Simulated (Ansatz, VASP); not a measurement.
GaAs: VASP beside Ansatz

The input POSCAR:

```
GaAs
1.0
    0.0000000000      2.8330850955      2.8330850955
    2.8330850955      0.0000000000      2.8330850955
    2.8330850955      2.8330850955      0.0000000000
Ga As
1 1
Direct
    0.0000000000      0.0000000000      0.0000000000
    0.2500000000      0.2500000000      0.2500000000
```

Contents of INCAR.step1:

```
PREC = Accurate ; ENCUT = 520
ISMEAR = 0 ; SIGMA = 0.01
LREAL = False ; LASPH = True
NELM = 80 ; NBANDS = 16
GGA = PE ; ALGO = Normal
EDIFF = 1E-4 ; LWAVE = True
LCHARG = False
```

INCAR.step2

```
PREC = Accurate ; ENCUT = 520
EDIFF = 1E-6 ; ISMEAR = 0
SIGMA = 0.01 ; LREAL = False
LASPH = True ; NELM = 80
ALGO = Normal ; ISIF = 2
LWAVE = False ; LCHARG = False
METAGGA = R2SCAN ; LMIXTAU = True
NBANDS = 16 ; ISTART = 1
```

File KPOINTS:

```
regular mesh
0
Gamma
  8 8 8
```

Input for Ansatz:

```yaml
crystal:
  lattice:
    - [0.0, 2.8330850955, 2.8330850955]
    - [2.8330850955, 0.0, 2.8330850955]
    - [2.8330850955, 2.8330850955, 0.0]
  atoms:
    - { symbol: Ga, position: [0.0, 0.0, 0.0] }
    - { symbol: As, position: [0.25, 0.25, 0.25] }
kpoints:
  mp_grid: { grid: [8, 8, 8] }
  band_path:
    path:
      - [0.0, 0.0, 0.0]
      - [-0.5, -0.5, 0.0]
      - [-0.375, -0.375, 0.25]
      - [-0.375, 0.0, 0.375]
      - [0.0, 0.0, 0.5]
      - [-0.5, -0.25, 0.25]
    npoints: 1
hamiltonian:
  xc: r2scan
scf:
  occupations: { method: fixed }
  n_extra_bands: 4
output:
  forces: true
  stress: true
  eigenvalues: true
```

The cell was built by a generator and needn't be a form met in nature.

Alike in both runs: task single point; functional r2SCAN; k mesh 8 × 8 × 8; no spin polarisation.

```csv
,VASP,Ansatz
version,VASP 6.6.1,Ansatz 0.2.0
potentials or method,"VASP PAW PBE potentials, release 64 (Ga_d, As)","plane waves, PAW"
plane-wave cutoff (eV),520,500
occupations,"gaussian, width 0.01 eV",fixed
valence electrons in the cell,18,28
```

VASP gave:

```
gap on the k mesh at the Fermi level (eV) : 0.94
pressure (GPa)                            : 0.1
```

Q: Which values does Ansatz return?

A: gap on the k mesh at the Fermi level (eV): 0.96; pressure (GPa): 0.0.

The two sets of potentials don't hold the same shells in valence.

Caveats: the PAW data sets were made with another functional, which shifts forces and pressure a little (VASP). A k mesh can miss the band edges. r2SCAN opens gaps a little over a GGA but as a rule still falls short of measured ones.
